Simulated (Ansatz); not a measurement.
## Guessed and relaxed cells of BeS

Recipe of this trial structure of BeS: 4-connected net, two elements alternating (P4_2/mbc, No. 135). Lengths were set from tabulated atomic sizes, so they are only a guess.

start.cif

```cif
data_structure
_symmetry_space_group_name_H-M 'P 1'
_symmetry_Int_Tables_number 1
_cell_length_a 7.4487
_cell_length_b 7.4487
_cell_length_c 3.5573
_cell_angle_alpha 90.000
_cell_angle_beta 90.000
_cell_angle_gamma 90.000
_cell_volume 197.37
loop_
_atom_site_label
_atom_site_type_symbol
_atom_site_fract_x
_atom_site_fract_y
_atom_site_fract_z
_atom_site_occupancy
Be1 Be 0.69131 0.62250 0.00000 1
Be2 Be 0.87750 0.80869 0.50000 1
Be3 Be 0.30869 0.37750 0.00000 1
Be4 Be 0.12250 0.19131 0.50000 1
Be5 Be 0.62250 0.30869 0.50000 1
Be6 Be 0.80869 0.12250 0.00000 1
Be7 Be 0.37750 0.69131 0.50000 1
Be8 Be 0.19131 0.87750 0.00000 1
S1 S 0.12250 0.80869 0.50000 1
S2 S 0.30869 0.62250 0.00000 1
S3 S 0.87750 0.19131 0.50000 1
S4 S 0.69131 0.37750 0.00000 1
S5 S 0.19131 0.12250 0.00000 1
S6 S 0.37750 0.30869 0.50000 1
S7 S 0.80869 0.87750 0.00000 1
S8 S 0.62250 0.69131 0.50000 1
```

Level of theory: DFT PBE, scalar-relativistic, plane waves, PAW in Ansatz. Cutoff 420 eV, Gaussian smearing, Γ-centred meshes. Cell and atoms relax first on a coarse mesh and then on a converged one. In between, the cell is made exact in the group found at 0.06 Å. The steps can't lower the symmetry of their start. No spin polarisation.

end.cif

```cif
data_structure
_symmetry_space_group_name_H-M 'P 1'
_symmetry_Int_Tables_number 1
_cell_length_a 11.0999
_cell_length_b 11.0999
_cell_length_c 3.4081
_cell_angle_alpha 90.000
_cell_angle_beta 90.000
_cell_angle_gamma 90.000
_cell_volume 419.90
loop_
_atom_site_label
_atom_site_type_symbol
_atom_site_fract_x
_atom_site_fract_y
_atom_site_fract_z
_atom_site_occupancy
Be1 Be 0.57452 0.62989 0.00000 1
Be2 Be 0.87011 0.92548 0.50000 1
Be3 Be 0.42548 0.37011 0.00000 1
Be4 Be 0.12989 0.07452 0.50000 1
Be5 Be 0.62989 0.42548 0.50000 1
Be6 Be 0.92548 0.12989 0.00000 1
Be7 Be 0.37011 0.57452 0.50000 1
Be8 Be 0.07452 0.87011 0.00000 1
S1 S 0.00263 0.80110 0.50000 1
S2 S 0.30110 0.50263 0.00000 1
S3 S 0.99737 0.19890 0.50000 1
S4 S 0.69890 0.49737 0.00000 1
S5 S 0.19890 0.00263 0.00000 1
S6 S 0.49737 0.30110 0.50000 1
S7 S 0.80110 0.99737 0.00000 1
S8 S 0.50263 0.69890 0.50000 1
```

The symmetry stays P4_2/mbc (No. 135). The volume per atom grows by 112.8 %, from 12.3 to 26.2 Å³. The shortest distance goes from 1.82 Å (Be–S) to 2.02 Å (Be–S). The ratio c/a of the conventional cell changes by a factor of 0.64. The energy falls by about 1.1 eV/atom (the start's value is from the coarse mesh).

```
Volume per atom                           : 26.2 Å³
Density                                   : 1.3 g/cm³
Formation energy                          : −0.826 eV/atom
Gap on the 2×2×8 mesh of the 16-atom cell : 3.63 eV
```

Formation energies are uncorrected and refer to the elements' standard structures at the same level. It lies below the elements, which doesn't yet make it stable against other compounds or structures.

The last run used Gaussian smearing of 0.02 eV. Weakly bound directions are ill-defined at this level, which has no dispersion term. Kohn–Sham gaps at this level usually fall short of measured ones. The reference form of S is held partly by dispersion forces, which this level lacks. A structure relaxed within its symmetry needn't be a true minimum. In all, the 4 runs took 11 min on 1 thread of Arm Neoverse V1 (shared host).
